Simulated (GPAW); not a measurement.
# Al (Fm-3m) in GPAW: further runs, part 2 of 2

GPAW 26.7.0. The steps go on from the part before.

## (3) Relaxation of cell and atoms, BLYP+D4

run.py reads:

```python
from ase.calculators.mixing import SumCalculator
from ase.filters import FrechetCellFilter
from ase.io import read, write
from ase.optimize import FIRE
from dftd4.ase import DFTD4
from gpaw import GPAW, PW, setup_paths

setup_paths.insert(0, '.')

atoms = read('Al.xyz')

calc = GPAW(mode=PW(600),
            xc='BLYP',
            kpts={'size': (11, 11, 11), 'gamma': True},
            occupations={'name': 'fermi-dirac', 'width': 0.05},
            nbands=7,
            convergence={'density': 1e-05, 'forces': 0.0001},
            eigensolver='davidson',
            maxiter=150,
            txt='gpaw.txt')
atoms.calc = SumCalculator([calc, DFTD4(method='blyp')])
opt = FIRE(FrechetCellFilter(atoms), trajectory='relax.traj', logfile='-')
done = opt.run(fmax=0.02, steps=40)
calc.write('gs.gpw')
write('result.traj', atoms)
print('Converged:', done)
print('Cell:', atoms.cell.cellpar().round(4))
print('Volume:', round(atoms.get_volume(), 4))
print(atoms.get_scaled_positions().round(5))
```

Al.xyz reads:

```xyz
1
Lattice="0.0000000000 2.0248050000 2.0248050000 2.0248050000 0.0000000000 2.0248050000 2.0248050000 2.0248050000 0.0000000000" Properties=species:S:1:pos:R:3 pbc="T T T"
Al     0.0000000000      0.0000000000      0.0000000000
```

Potentials or basis: PAW data sets generated in the run's folder for this functional, pw.

Started as:

```console
gpaw-setup -f BLYP Al
OMP_NUM_THREADS=1 python run.py
```

It took 35 s on 1 thread of Arm Neoverse V1, shared host; peak memory 0.16 GiB.

The run converged. Its results:

* Free energy: -3.2980 eV
* Relaxed volume: 15.81 Å³/atom
* Relaxed cell: a = 2.817 Å, b = 2.817 Å, c = 2.817 Å, α = 60.00°, β = 60.00°, γ = 60.00°
* Space group after relaxing (to 0.05 Å): Fm-3m (No. 225)
* Energy gained by relaxing: 7.9 meV/atom
* Ionic steps: 7
* Pressure after relaxing: 0.2 GPa
* Band gap on the k mesh: none (metal or under the smearing width)
* Dispersion energy per atom: -0.682 eV

The path:
```
step  energy change (eV)  largest force (eV/Å)  pressure (GPa)  volume (Å³)
   1              0.0000                0.0000           -3.23        16.60
   2             -0.0030                0.0000           -2.60        16.44
   3             -0.0067                0.0000           -1.38        16.14
   4             -0.0079                0.0000            0.28        15.79
   5             -0.0079                0.0000            0.27        15.79
   6             -0.0079                0.0000            0.24        15.80
   7             -0.0079                0.0000            0.19        15.81
```

Final structure:
```
Al
1.0
     0.00000    1.99193    1.99193
     1.99193    0.00000    1.99193
     1.99193    1.99193    0.00000
Al
1
Direct
  0.00000 0.00000 0.00000
```

Levels at points of the mesh, in eV from the Fermi level:
| k point | band 1 | band 2 | band 3 | band 4 |
| --- | --- | --- | --- | --- |
| (0.00, 0.00, 0.00) | -11.43 | 12.78 | 12.78 | 12.78 |

Caveat: later steps reuse the first step's grids; pairwise dispersion overbinds metals, which lowers pressure and volume.

## (4) Single point, PBE

run.py reads:

```python
from ase.dft.bandgap import bandgap
from ase.io import read, write
from ase.units import Bohr, GPa
from gpaw import GPAW, PW
from gpaw.elf import elf_from_dft_calculation

atoms = read('Al.xyz')

calc = GPAW(mode=PW(600),
            xc='PBE',
            kpts={'size': (11, 11, 11), 'gamma': True},
            occupations={'name': 'methfessel-paxton', 'order': 0, 'width': 0.027000000000000003},
            nbands=7,
            convergence={'density': 1e-05, 'energy': 1e-05},
            maxiter=150,
            txt='gpaw.txt')
atoms.calc = calc
energy = atoms.get_potential_energy()
forces = atoms.get_forces()
stress = atoms.get_stress()
calc.write('gs.gpw')
write('result.traj', atoms)
print(f'Energy: {energy:.6f} eV')
print('Forces (eV/A):')
print(forces.round(4))
print('Stress (GPa):', (stress / GPa).round(3))
print('Fermi level:', round(calc.get_fermi_level(), 4), 'eV')
print(f'Gap: {bandgap(calc)[0]:.4f} eV, direct: {bandgap(calc, direct=True)[0]:.4f} eV')

# fields on the real-space grid
write('density.cube', atoms, data=calc.get_pseudo_density() * Bohr**3)
write('potential.cube', atoms, data=calc.get_electrostatic_potential())
write('elf.cube', atoms, data=elf_from_dft_calculation(calc).data)
```

Al.xyz is that of step 3.

Potentials or basis: GPAW PAW data sets (gpaw-data 1.2.1), pw.

Started as:

```console
OMP_NUM_THREADS=1 python run.py
```

gpaw.txt:

```text
__  _  _
 | _ |_)|_||  |
 |__||  | ||/\| - 26.7.0

Input parameters:
  mode=PW(ecut=600.0),
  convergence={'density': 1e-05, 'energy': 1e-05},
  kpts=MonkhorstPack(size=(11, 11, 11), gamma=True),
  maxiter=150,
  nbands=7,
  occupations=Occupations(name='methfessel-paxton', order=0, width=0.027000000000000003),
  xc=XC(name='PBE')

Diagonalizing LCAO Hamiltonian
Converting LCAO to pw mode

       Al

Atoms  # Å, Bohr magnetons
|   | symbol |        x |        y |        z |    initial magnetic moments |
|---|--------|----------|----------|----------|-----------------------------|
| 0 |     Al | 0.000000 | 0.000000 | 0.000000 | ( 0.0000,  0.0000,  0.0000) |

Unit cell  # Å
| periodic |        x |        y |        z |  lengths |    angles |
|----------|----------|----------|----------|----------|-----------|
|      yes | 0.000000 | 2.024805 | 2.024805 | 2.863507 | 60.000000 |
|      yes | 2.024805 | 0.000000 | 2.024805 | 2.863507 | 60.000000 |
|      yes | 2.024805 | 2.024805 | 0.000000 | 2.863507 | 60.000000 |

[... 167 lines left out ...]
|iter:   5| |   -3.744434 | -6.02 | -2.91 |
|iter:   6| |   -3.744436c| -6.55 | -3.33 |
|iter:   7| |   -3.744436c| -8.52c| -4.58 |
|iter:   8| |   -3.744436c| -9.01c| -5.06c|

Converged in 8 steps
Energy contributions relative to reference atoms: (reference = -6603.423265)

Energy contributions:
  Kinetic:           3.501464
  Coulomb:          -1.651541
  Zero:             -0.006308
  External:          0.000000
  Xc:               -5.587730
  Entropy:          -0.000643
  Spinorbit:         0.000000
  ----------------------------
  Free energy:      -3.744757
  Extrapolated:     -3.744436

dipole moment: (-6.948246, -6.948246, -6.948246)  # |e|*Ang

Fermi level: 7.120
Eigenvalues  # (at kpt = [0.000, 0.000, 0.000])
| band index |      eig [eV] | occ [0-2] |
|------------|---------------|-----------|
|          0 |        -3.995 |     2.000 |
|          1 |        19.692 |     0.000 |
|          2 |        19.692 |     0.000 |
|          3 |        19.692 |     0.000 |
|          4 |        21.140 |     0.000 |
|          5 |        21.140 |     0.000 |
|          6 |        21.140 |     0.000 |

No gap
No difference between direct/indirect transitions

Forces  # eV/Ang
|        x |        y |        z |
|----------|----------|----------|
| -0.00000 | -0.00000 | -0.00000 |  # Al   0

Stress tensor  # eV/Ang^3
|         x |         y |        z |
|-----------|-----------|----------|
|  0.002218 | -0.000000 | 0.000000 |
| -0.000000 |  0.002218 | 0.000000 |
|  0.000000 |  0.000000 | 0.002218 |

# Writing to gs.gpw (mode='')
```

stdout:

```text
Energy: -3.744436 eV
Forces (eV/A):
[[-0. -0. -0.]]
Stress (GPa): [ 0.355  0.355  0.355  0.     0.    -0.   ]
Fermi level: 7.1205 eV
Gap: 0.0000 eV, direct: 0.0000 eV
```

It took 6.6 s on 1 thread of Arm Neoverse V1, shared host; peak memory 0.13 GiB.

Results:

```
Free energy            : -3.7448 eV
Pressure               : -0.4 GPa
Band gap on the k mesh : none (metal or under the smearing width)
```

Levels at points of the mesh, in eV from the Fermi level:
```tsv
k point	band 1	band 2	band 3	band 4
(0.00, 0.00, 0.00)	-11.12	12.57	12.57	12.57
```

## (5) Single point, PBE

run.py reads:

```python
from ase.dft.bandgap import bandgap
from ase.io import read, write
from ase.units import GPa
from gpaw import GPAW, PW

atoms = read('POSCAR')

calc = GPAW(mode=PW(600),
            xc='PBE',
            kpts={'size': (11, 11, 11), 'gamma': True},
            occupations={'name': 'methfessel-paxton', 'order': 0, 'width': 0.028000000000000004},
            nbands=7,
            convergence={'density': 1e-05, 'energy': 1e-05},
            maxiter=150,
            txt='gpaw.txt')
atoms.calc = calc
energy = atoms.get_potential_energy()
forces = atoms.get_forces()
stress = atoms.get_stress()
calc.write('gs.gpw')
write('result.traj', atoms)
print(f'Energy: {energy:.6f} eV')
print('Forces (eV/A):')
print(forces.round(4))
print('Stress (GPa):', (stress / GPa).round(3))
print('Fermi level:', round(calc.get_fermi_level(), 4), 'eV')
print(f'Gap: {bandgap(calc)[0]:.4f} eV, direct: {bandgap(calc, direct=True)[0]:.4f} eV')
```

POSCAR reads:

```
Al
1.0
    0.0000000000      2.0248050000      2.0248050000
    2.0248050000      0.0000000000      2.0248050000
    2.0248050000      2.0248050000      0.0000000000
Al
1
Direct
    0.0000000000      0.0000000000      0.0000000000
```

Started as:

```console
OMP_NUM_THREADS=1 python run.py
```

Wall time 6.4 s (1 thread of Arm Neoverse V1, shared host); peak memory 0.13 GiB.

It converged, with:

```
Free energy            : -3.7448 eV
Pressure               : -0.4 GPa
Band gap on the k mesh : none (metal or under the smearing width)
```

Levels at points of the mesh, in eV from the Fermi level:
| k point | band 1 | band 2 | band 3 | band 4 |
| --- | --- | --- | --- | --- |
| (0.00, 0.00, 0.00) | -11.12 | 12.57 | 12.57 | 12.57 |

## (6) Single point, RPBE

Edit run.py of step 5 so:

```diff
@@ -5,8 +5,8 @@
 
-atoms = read('POSCAR')
+atoms = read('Al.xyz')
 
 calc = GPAW(mode=PW(600),
-            xc='PBE',
+            xc='RPBE',
             kpts={'size': (11, 11, 11), 'gamma': True},
-            occupations={'name': 'methfessel-paxton', 'order': 0, 'width': 0.028000000000000004},
+            occupations={'name': 'methfessel-paxton', 'order': 0, 'width': 0.02},
             nbands=7,
```

Al.xyz is that of step 4.

Potentials or basis: the program's PAW data sets (release 1.2.1) made for this functional, pw.

Started as:

```console
OMP_NUM_THREADS=1 python run.py
```

Wall time 6.4 s (1 thread of Arm Neoverse V1, shared host); peak memory 0.13 GiB.

Results (log left out):

```
Free energy            : -3.4904 eV
Pressure               : 1.1 GPa
Band gap on the k mesh : none (metal or under the smearing width)
```

Levels at points of the mesh, in eV from the Fermi level:
| k point | band 1 | band 2 | band 3 | band 4 |
| --- | --- | --- | --- | --- |
| (0.00, 0.00, 0.00) | -11.12 | 12.58 | 12.58 | 12.58 |

## (7) Summary

| task | level | potentials or basis | cell | smearing | eigensolver | optimizer | fmax | max steps | convergence | gap on the mesh (eV) | pressure (GPa) | relaxed volume (Å³/atom) |
| --- | --- | --- | --- | --- | --- | --- | --- | --- | --- | --- | --- | --- |
| relaxation of cell and atoms | BLYP+D3(BJ) | PAW data sets generated in the run's folder for this functional, pw | relaxed | fermi-dirac 0.05 eV | davidson | FIRE | 0.02 eV/Å | 40 | density=1e-05 forces=0.0001 | none | 0.2 | 15.47 |
| relaxation of cell and atoms | BLYP+D4 | PAW data sets generated in the run's folder for this functional, pw | relaxed | fermi-dirac 0.05 eV | davidson | FIRE | 0.02 eV/Å | 40 | density=1e-05 forces=0.0001 | none | 0.2 | 15.81 |
| single point | PBE | GPAW PAW data sets (gpaw-data 1.2.1), pw | as given | gaussian 0.027 eV | - | - | - | - | - | none | -0.4 | - |
| single point | PBE | GPAW PAW data sets (gpaw-data 1.2.1), pw | as given | gaussian 0.028 eV | - | - | - | - | - | none | -0.4 | - |
| single point | RPBE | the program's PAW data sets (release 1.2.1) made for this functional, pw | as given | gaussian 0.02 eV | - | - | - | - | - | none | 1.1 | - |

Alike in all rows: no spin polarisation; k mesh 11 × 11 × 11; cutoff (eV) 600.

Caveats: later steps reuse the first step's grids (some runs); pairwise dispersion overbinds metals, which lowers pressure and volume (some runs).

Absolute energies hang on the potentials; compare differences alone.

## (8) How close it comes

Step 2. The cell as given is a measured one (16.60 Å³/atom); BLYP+D3(BJ) puts the equilibrium volume -6.8 % from it, thermal expansion not counted.

Step 3. The cell as given is a measured one (16.60 Å³/atom); BLYP+D4 puts the equilibrium volume -4.8 % from it, thermal expansion not counted.
